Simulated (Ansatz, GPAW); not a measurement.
# Geometry or basis: what sets the conductance of a Ag chain with CO on top of one atom

Wanted: T(E) of a Ag chain with CO on top of one atom at a relaxed geometry in two programs, beside the unrelaxed structure.

Main program and level: GPAW 26.7.0 and Ansatz 0.2.0; Ansatz plane waves; relaxation of the junction with the lead ends held; PAW set soft_1, in the first sound run; inputs show where later runs differ.

Report form: the programs' logs are mostly left out.

## (1) The structure

The cell holds 17 atoms: 15 Ag, 1 C and 1 O. Its edges and angles: a = 9.000 Å, b = 9.000 Å, c = 39.900 Å, α = 90.0°, β = 90.0°, γ = 90.0°. Regions: left lead, 7 atoms (7 Ag); channel, 3 atoms (1 Ag, 1 C and 1 O); right lead, 7 atoms (7 Ag). Vacuum lies along a and b. The structure is stacked along c, and the current runs across the ab planes.

## (2) Relaxing the atoms

Transmission follows bond lengths closely, so the atoms between the held lead ends are relaxed first, from a slightly shaken start that lets symmetry break.

Input file input.yaml:

```yaml
crystal:
  lattice:
    - [9.0, 0.0, 0.0]
    - [0.0, 9.0, 0.0]
    - [0.0, 0.0, 39.9]
  atoms:
    - { symbol: Ag, position: [0.5, 0.5, 0.0333333333] }
    - { symbol: Ag, position: [0.5, 0.5, 0.1] }
    - { symbol: Ag, position: [0.5, 0.5, 0.1666666667] }
    - { symbol: Ag, position: [0.5, 0.5, 0.2333333333] }
    - { symbol: Ag, position: [0.5, 0.5, 0.3] }
    - { symbol: Ag, position: [0.5036708748, 0.5011281043, 0.366260673] }
    - { symbol: Ag, position: [0.4957991938, 0.4936845958, 0.4333473471] }
    - { symbol: Ag, position: [0.4972981097, 0.4970928135, 0.4998331056] }
    - { symbol: C, position: [0.7014049579, 0.4924107239, 0.5006955989] }
    - { symbol: O, position: [0.823710515, 0.506198747, 0.5004440362] }
    - { symbol: Ag, position: [0.4984271849, 0.5044766551, 0.5666822956] }
    - { symbol: Ag, position: [0.5023030699, 0.5003574236, 0.634157793] }
    - { symbol: Ag, position: [0.5, 0.5, 0.7] }
    - { symbol: Ag, position: [0.5, 0.5, 0.7666666667] }
    - { symbol: Ag, position: [0.5, 0.5, 0.8333333333] }
    - { symbol: Ag, position: [0.5, 0.5, 0.9] }
    - { symbol: Ag, position: [0.5, 0.5, 0.9666666667] }
kpoints:
  mp_grid: { grid: [1, 1, 2] }
hamiltonian:
  xc: pbe
  pseudopotentials: { kind: paw, azcp: { folder: soft_1 } }
scf:
  occupations: { method: fermi_dirac, width: 0.1 }
relax:
  f_tol: 0.03
  max_steps: 80
  constraints: [{ sites: [0, 1, 2, 3, 4, 12, 13, 14, 15, 16] }]
```

Started as:

```console
$ ansatz run input.yaml --threads 4 --pin off --max-ram 8192MiB --backend cpu --events-out ev --progress --plain --runs-dir out
```

The job ended after 4 min (4 threads of Arm Neoverse V2, shared host; peak memory 4.8 GiB).

This run has no spin polarisation although its electron count is odd.

The steps of the relaxation:

```csv
step,energy less that of the first step (eV),largest force component (eV/Å)
1,0.0000,4.6909
2,-0.3964,2.0060
3,-0.6101,1.4916
4,-0.7498,0.7527
5,-0.8605,0.7256
6,-0.9317,0.3513
7,-0.9614,0.1019
8,-0.9658,0.2177
9,-0.9701,0.0073
10,-0.9701,0.0077
11,-0.9713,0.0058
12,-0.9729,0.0859
13,-0.9730,0.0549
14,-0.9731,0.0160
15,-0.9731,0.0160
```

The atoms that moved most (Å):

```csv
atom,dx,dy,dz,length
C9,1.263,-0.410,0.014,1.328
O10,1.038,0.200,0.045,1.058
Ag8,0.905,-0.330,0.005,0.963
Ag7,-0.188,0.164,0.169,0.302
Ag11,-0.214,0.065,-0.170,0.281
Ag12,0.152,-0.087,-0.148,0.230
Ag6,0.147,-0.094,0.130,0.217
```

Numbers from this step:

```yaml
free_energy: -114655.8500 eV
smearing_term_ts: 0.1962 eV
symmetry_operations: 1
```

The relaxation lowered the energy of the cell by 0.973 eV.

## (3) Plane-wave reference (PBE)

Plane waves give the reference curve, free of the bias of atom-centred orbitals.

This step: Ansatz plane waves; Landauer transmission by layers, zero bias; PAW set soft_1 (Ansatz 0.2.0).

Input file input.yaml:

```yaml
crystal:
  lattice:
    - [9.0, 0.0, 0.0]
    - [0.0, 9.0, 0.0]
    - [0.0, 0.0, 39.9]
  atoms:
    - { symbol: Ag, position: [0.5, 0.5, 0.0333333333] }
    - { symbol: Ag, position: [0.5, 0.5, 0.1] }
    - { symbol: Ag, position: [0.5, 0.5, 0.1666666667] }
    - { symbol: Ag, position: [0.5, 0.5, 0.2333333333] }
    - { symbol: Ag, position: [0.5, 0.5, 0.3] }
    - { symbol: Ag, position: [0.5199685643, 0.4907246157, 0.3695291997] }
    - { symbol: Ag, position: [0.4749026943, 0.5119279292, 0.4375947182] }
    - { symbol: Ag, position: [0.5978064889, 0.460394541, 0.499968268] }
    - { symbol: C, position: [0.8416949984, 0.4468381536, 0.501042872] }
    - { symbol: O, position: [0.9390345555, 0.5283783534, 0.5015832279] }
    - { symbol: Ag, position: [0.4746778882, 0.5116612688, 0.5624142065] }
    - { symbol: Ag, position: [0.519240826, 0.4906733105, 0.630451743] }
    - { symbol: Ag, position: [0.5, 0.5, 0.7] }
    - { symbol: Ag, position: [0.5, 0.5, 0.7666666667] }
    - { symbol: Ag, position: [0.5, 0.5, 0.8333333333] }
    - { symbol: Ag, position: [0.5, 0.5, 0.9] }
    - { symbol: Ag, position: [0.5, 0.5, 0.9666666667] }
kpoints:
  mp_grid: { grid: [1, 1, 2] }
hamiltonian:
  xc: pbe
  pseudopotentials: { kind: paw, azcp: { folder: soft_1 } }
scf:
  occupations: { method: fermi_dirac, width: 0.1 }
output:
  transmission:
    leads: [[0, 1]]
    e_range: [-2, 2]
    de: 0.025
    kmesh: [1, 1]
    reduced_basis: true
  write_potential: true
  write_density: true
  volumetric_format: npy
```

Elapsed: 2 min, on 4 threads; peak memory 5 GiB.

Numbers from this step:

| Property | Result |
| --- | --- |
| lead level | 0 eV from the Fermi level |
| transmission at the Fermi level (one spin) | 0.9674 |
| open channels of the lead at the Fermi level (one spin) | 1 |
| step of the potential along the lead | 2.2 meV |
| offset of the lead | 0 Å |
| filling of the lead less its bulk value, in size | 12 meV |
| conductance | 0.9669 G₀ |

One spin. The transmission, zone mean by energy, zero at the Fermi level:

energy (eV), transmission, zone mean and a bar:
```
   -2.000      0.018 #
   -1.900      0.001 
   -1.800      0.000 
   -1.700      0.000 
   -1.600      0.000 
   -1.500      0.000 
   -1.400      0.000 
   -1.300      0.000 
   -1.200      0.000 
   -1.100      0.041 #
   -1.000      0.830 #########################
   -0.925      0.931 ############################
   -0.900      0.930 ############################
   -0.800      0.893 ###########################
   -0.700      0.857 ##########################
   -0.600      0.843 #########################
   -0.500      0.853 ##########################
   -0.400      0.879 ##########################
   -0.300      0.909 ###########################
   -0.200      0.935 ############################
   -0.100      0.954 #############################
    0.000      0.967 #############################
    0.100      0.976 #############################
    0.200      0.981 #############################
    0.300      0.985 ##############################
    0.400      0.987 ##############################
    0.500      0.988 ##############################
    0.600      0.989 ##############################
    0.700      0.989 ##############################
    0.800      0.988 ##############################
    0.900      0.987 ##############################
    1.000      0.986 ##############################
    1.100      0.985 ##############################
    1.200      0.985 ##############################
    1.300      0.985 ##############################
    1.400      0.987 ##############################
    1.500      0.991 ##############################
    1.600      0.996 ##############################
    1.700      1.000 ##############################
    1.800      0.990 ##############################
    1.900      0.910 ###########################
    2.000      0.661 ####################
```

One spin. Open channels, zone mean against energy, zero at the Fermi level:

```csv
energy (eV),"open channels, zone mean"
-2.000,3
-1.800,1
-1.600,0
-1.400,0
-1.200,0
-1.000,1
-0.800,1
-0.600,1
-0.400,1
-0.200,1
0.000,1
0.200,1
0.400,1
0.600,1
0.800,1
1.000,1
1.200,1
1.400,1
1.600,1
1.800,1
2.000,1
```

Crystal 0, spin -, k parallel (0, 0); distinct values, listed up to 1.5 1/Å. The Im kz of the slowest decaying states by energy, zero at the Fermi level:

```csv
energy (eV),decay 1 (Å⁻¹),decay 2 (Å⁻¹),decay 3 (Å⁻¹),decay 4 (Å⁻¹)
-2.0000,0.584,0.774,1.34,1.35
-1.7500,0.0449,0.219,0.219,0.493
-1.5000,0.251,0.313,0.313,0.383
-1.2500,0.230,0.352,0.373,1.04
-1.0000,0.416,0.416,0.431,1.09
-0.7500,0.448,0.496,1.14,1.14
-0.5000,0.472,0.472,0.553,1.17
-0.2500,0.489,0.603,1.15,1.19
0.0000,0.500,0.647,1.12,1.17
0.2500,0.506,0.685,1.08,1.15
0.5000,0.507,0.719,1.05,1.12
0.7500,0.503,0.503,0.749,1.02
1.0000,0.495,0.495,0.776,0.986
1.2500,0.481,0.800,0.951,1.06
1.5000,0.463,0.822,0.914,1.03
1.7500,0.438,0.438,0.842,0.876
2.0000,0.408,0.836,0.859,0.978
```

Crystal 0, spin -, k parallel (0, 0). Re kz of states that move upwards against energy, zero at the Fermi level:

```csv
energy (eV),channel 1 (Å⁻¹),channel 2 (Å⁻¹),channel 3 (Å⁻¹)
-2.000,-0.107,-0.107,0.939
-1.800,1.08,-,-
-1.600,-,-,-
-1.400,-,-,-
-1.200,-,-,-
-1.000,0.194,-,-
-0.800,0.327,-,-
-0.600,0.416,-,-
-0.400,0.485,-,-
-0.200,0.543,-,-
0.000,0.594,-,-
0.200,0.638,-,-
0.400,0.678,-,-
0.600,0.714,-,-
0.800,0.748,-,-
1.000,0.780,-,-
1.200,0.809,-,-
1.400,0.838,-,-
1.600,0.865,-,-
1.800,0.891,-,-
2.000,0.916,-,-
```

The electrostatic potential energy of an electron (with the applied field's), less the Fermi level, planar mean oscillates, so the rows of the table below give means over windows of 2.66 Å about each position, cut where the curve ends. Its maxima inside the range that stand out by 2 % of the span (Å: eV): 2.7: 4.83, 5.3: 4.83, 8.0: 4.82, 10.6: 4.81, 13.3: 4.78, 16.1: 4.69, 18.6: 4.39, 21.3: 4.38, 23.8: 4.69, 26.6: 4.78, 29.3: 4.81, 31.9: 4.82, 34.6: 4.83, 37.2: 4.83. Its first 14 minima: 1.3: 3.76, 4.0: 3.76, 6.7: 3.76, 9.3: 3.75, 12.1: 3.72, 14.8: 3.64, 17.6: 3.53, 19.9: 1.55, 22.3: 3.53, 25.1: 3.64, 27.8: 3.72, 30.6: 3.75, 33.2: 3.76, 35.9: 3.76.

Electrostatic potential energy of an electron (with the applied field's), less the Fermi level, planar mean against z; means over each step:

```csv
z (Å),"electrostatic potential energy of an electron (with the applied field's), less the Fermi level, planar mean (eV)"
1.33,4.25
3.99,4.24
6.65,4.24
9.31,4.23
11.97,4.20
14.63,4.13
17.29,4.02
19.95,3.15
22.61,4.01
25.27,4.13
27.93,4.20
30.59,4.23
33.25,4.24
35.91,4.24
38.57,4.21
```

The valence density, planar mean oscillates, so the rows of the table below give means over windows of 2.66 Å about each position, cut where the curve ends. Its first 14 maxima inside the range that stand out by 2 % of the span (Å: e/Å³): 1.3: 0.239, 4.0: 0.239, 6.7: 0.239, 9.3: 0.239, 12.0: 0.239, 14.8: 0.238, 17.4: 0.239, 19.9: 0.360, 22.5: 0.239, 25.1: 0.238, 27.9: 0.239, 30.6: 0.239, 33.2: 0.239, 35.9: 0.239. Its minima: 2.7: 0.0112, 5.3: 0.0112, 8.0: 0.0112, 10.6: 0.0113, 13.3: 0.00975, 16.1: 0.0105, 18.6: 0.0162, 21.3: 0.0170, 23.8: 0.0105, 26.6: 0.00973, 29.3: 0.0113, 31.9: 0.0112, 34.6: 0.0112, 37.2: 0.0112.

Table of valence density, planar mean by z; means over each step:

```csv
z (Å),"valence density, planar mean (e/Å³)"
1.33,0.0882
3.99,0.0882
6.65,0.0882
9.31,0.0882
11.97,0.0880
14.63,0.0878
17.29,0.0887
19.95,0.135
22.61,0.0887
25.27,0.0878
27.93,0.0880
30.59,0.0882
33.25,0.0882
35.91,0.0882
38.57,0.0927
```

T at the Fermi level is 0.967 of 1 open channels a spin.

## (4) GPAW, dzp

The script solves lead and junction separately, takes H and S in the orbital basis, and joins semi-infinite leads through their self-energies; the dzp basis is the working standard.

This step: GPAW LCAO, PAW setups; Landauer transmission from Green's functions with principal layers (ASE), zero bias (GPAW 26.7.0).

Input file run.py:

```python
import json
import numpy as np
from ase import Atoms
from ase.transport.calculators import TransportCalculator
from gpaw import GPAW, FermiDirac
from gpaw.lcao.tools import get_lcao_hamiltonian
from scipy.linalg import eigh

# The junction with lead layers at both ends, along the third cell vector
device = Atoms(
    ['Ag', 'Ag', 'Ag', 'Ag', 'Ag', 'Ag', 'Ag', 'Ag', 'C', 'O', 'Ag', 'Ag', 'Ag', 'Ag', 'Ag', 'Ag', 'Ag'],
    positions=[
        [4.50000, 4.50000, 1.33000],
        [4.50000, 4.50000, 3.99000],
        [4.50000, 4.50000, 6.65000],
        [4.50000, 4.50000, 9.31000],
        [4.50000, 4.50000, 11.97000],
        [4.67972, 4.41652, 14.74422],
        [4.27412, 4.60735, 17.46003],
        [5.38026, 4.14355, 19.94873],
        [7.57525, 4.02154, 19.99161],
        [8.45131, 4.75541, 20.01317],
        [4.27210, 4.60495, 22.44033],
        [4.67317, 4.41606, 25.15502],
        [4.50000, 4.50000, 27.93000],
        [4.50000, 4.50000, 30.59000],
        [4.50000, 4.50000, 33.25000],
        [4.50000, 4.50000, 35.91000],
        [4.50000, 4.50000, 38.57000]],
    cell=[[9.0, 0.0, 0.0], [0.0, 9.0, 0.0], [0.0, 0.0, 39.9]],
    pbc=True)

# One principal layer of the lead: the first 4 atoms of the device
lead = Atoms(
    ['Ag', 'Ag', 'Ag', 'Ag'],
    positions=[
        [4.50000, 4.50000, 1.33000],
        [4.50000, 4.50000, 3.99000],
        [4.50000, 4.50000, 6.65000],
        [4.50000, 4.50000, 9.31000]],
    cell=[[9.0, 0.0, 0.0], [0.0, 9.0, 0.0], [0.0, 0.0, 10.64]],
    pbc=True)

settings = dict(mode='lcao', basis='dzp', xc='PBE', h=0.18,
                occupations=FermiDirac(0.1), maxiter=250,
                mixer=dict(beta=0.1, nmaxold=8, weight=100.0),
                convergence=dict(density=0.0001))
energies = np.arange(-2, 2 + 1e-9, 0.025)
eta = 0.0001
n1, n2 = 1, 1
# k and -k transmit alike, so half of the mesh across the current serves
mesh = [(i, j) for i in range(n1) for j in range(n2) if (i, j) <= (-i % n1, -j % n2)]
weights = np.array([1 if (i, j) == (-i % n1, -j % n2) else 2 for i, j in mesh]) / (n1 * n2)

# [... helper functions left out ...]
fermi_lead = ground_state(lead, (1, 1, 11), 'lead.txt')
fermi_device = ground_state(device, (1, 1, 2), 'device.txt')
# [... loop over the mesh left out, but for ...]
        # Shift the lead onto the potential of the device's first layer
        shift = ((H[:, 0, 0] - H0[:, 0, 0]) / S0[0, 0]).real.mean()
# [...]
kT = 8.617333e-5 * 300
bias = [0.1, 0.2, 0.5, 1.0, 1.5, 2.0]
# [... integrals and printing left out ...]
```

Started as:

```console
$ OMP_NUM_THREADS=1 OPENBLAS_NUM_THREADS=1 python run.py
```

It took 4.3 min on 1 thread; peak memory 2.2 GiB.

This step gave:

```
conductance                                    : 0.9680 G₀
largest coupling past the next principal layer : 3.56e-5 eV
largest misfit of the first principal layer    : 0.01045 eV
shift that aligns the lead                     : -0.003580 eV
basis functions of the junction                : 431
basis functions of a principal layer           : 108
transmission at the Fermi level (one spin)     : 0.9685
```

One spin. Table of transmission, zone mean by energy, zero at the Fermi level:

energy (eV), transmission, zone mean and a bar:
```
   -2.000      0.176 #####
   -1.900      0.041 #
   -1.800      0.005 
   -1.700      0.000 
   -1.600      0.000 
   -1.500      0.000 
   -1.400      0.000 
   -1.300      0.000 
   -1.200      0.000 
   -1.100      0.000 
   -1.075      0.383 ###########
   -1.000      0.829 #########################
   -0.925      0.952 #############################
   -0.900      0.951 #############################
   -0.800      0.909 ###########################
   -0.700      0.867 ##########################
   -0.600      0.852 ##########################
   -0.500      0.862 ##########################
   -0.400      0.886 ###########################
   -0.300      0.914 ###########################
   -0.200      0.939 ############################
   -0.100      0.957 #############################
    0.000      0.969 #############################
    0.100      0.976 #############################
    0.200      0.981 #############################
    0.300      0.984 ##############################
    0.400      0.986 ##############################
    0.500      0.987 ##############################
    0.600      0.987 ##############################
    0.700      0.987 ##############################
    0.800      0.987 ##############################
    0.900      0.986 ##############################
    1.000      0.985 ##############################
    1.100      0.984 ##############################
    1.200      0.984 ##############################
    1.300      0.985 ##############################
    1.400      0.987 ##############################
    1.500      0.991 ##############################
    1.600      0.996 ##############################
    1.675      0.998 ##############################
    1.700      0.998 ##############################
    1.800      0.978 #############################
    1.900      0.853 ##########################
    2.000      0.608 ##################
```

Not self-consistent under bias; the bias window is split evenly. The current through one cell, from the zero-bias transmission by bias:

```csv
bias (V),"current through one cell, from the zero-bias transmission (μA)"
0.100,7.50
0.200,15.0
0.500,37.3
1.000,73.7
1.500,110
2.000,146
```

Transmission of the three most open eigenchannels against energy, zero at the Fermi level:

```csv
energy (eV),channel 1,channel 2,channel 3
-2.000,0.108,0.0652,0.00322
-1.800,0.00299,0.00231,6.3e-5
-1.600,2.2e-8,7.5e-11,0
-1.400,2.3e-8,0,0
-1.200,2.3e-8,0,0
-1.000,0.829,4.0e-10,3.9e-12
-0.800,0.909,1.7e-8,0
-0.600,0.852,1.9e-8,0
-0.400,0.886,2.0e-8,0
-0.200,0.939,2.0e-8,0
0.000,0.969,2.1e-8,0
0.200,0.981,2.1e-8,0
0.400,0.986,2.1e-8,0
0.600,0.987,2.1e-8,0
0.800,0.987,2.1e-8,0
1.000,0.985,2.1e-8,0
1.200,0.984,2.1e-8,0
1.400,0.987,2.1e-8,0
1.600,0.996,2.0e-8,0
1.800,0.978,2.0e-8,0
2.000,0.608,1.9e-8,0
```

At the Fermi level T is 0.969 against 0.967 in plane waves. Couplings past the next layer reach 3.6e-5 eV, small enough to drop; the matrix elements of the cell's first layer differ from the bulk lead's by up to 0.010 eV. That layer keeps its own values in the calculation, and only beyond it is the lead taken as perfect. The Fermi levels of lead and junction count from different zeros of potential, one for each periodic cell; with both set to zero, the small remaining shift is what aligns them. By hand: G = 0.9680 × 77.48 μS = 75.0 μS, a resistance of 13.3 kΩ; at 0.1 V a linear junction would pass 7.50 μA, and the integral over the bias window gives 7.50 μA.

## (5) GPAW, szp: basis = "szp(dzp)"

The second zeta is dropped, the polarisation orbitals stay.

Changes to run.py since step 4:

```diff
@@ -43,3 +43,3 @@
 
-settings = dict(mode='lcao', basis='dzp', xc='PBE', h=0.18,
+settings = dict(mode='lcao', basis='szp(dzp)', xc='PBE', h=0.18,
                 occupations=FermiDirac(0.1), maxiter=250,
```

Elapsed: 3.4 min, on 1 thread; peak memory 2.1 GiB.

Numbers from this step:

- conductance: 0.9804 G₀
- largest misfit of the first principal layer: 0.01055 eV
- shift that aligns the lead: -6.53e-6 eV
- basis functions of the junction: 243
- basis functions of a principal layer: 60
- transmission at the Fermi level (one spin): 0.9808

One spin. Transmission, zone mean against energy, zero at the Fermi level:

```csv
energy (eV),"transmission, zone mean"
-2.000,0.130
-1.900,0.0389
-1.800,0.00834
-1.700,3.4e-4
-1.600,6.4e-5
-1.500,8.5e-9
-1.400,8.6e-9
-1.300,8.8e-9
-1.200,8.9e-9
-1.100,3.8e-9
-1.000,0.975
-0.900,0.988
-0.850,0.995
-0.800,0.987
-0.700,0.946
-0.600,0.918
-0.500,0.913
-0.400,0.925
-0.300,0.943
-0.200,0.960
-0.100,0.973
0.000,0.981
0.100,0.986
0.200,0.989
0.300,0.991
0.400,0.992
0.500,0.993
0.600,0.993
0.700,0.993
0.800,0.992
0.900,0.991
1.000,0.990
1.100,0.988
1.200,0.988
1.300,0.989
1.400,0.992
1.500,0.996
1.600,0.992
1.700,0.991
1.800,0.995
1.900,0.996
2.000,0.997
```

The conductance, 0.980 G₀, lies 1.3 % above that of the dzp run.

[end of part 1 of 2]

[Logs are printed without paths, hosts, clocks, repeated set-up lines and the standing remarks that a program may print on its own settings, such as how far it seeks lower states.]

[Hosts, paths, dates, database ids (printed as entryN), source tags and the programs' standing remarks are cut or masked in the printed files.]
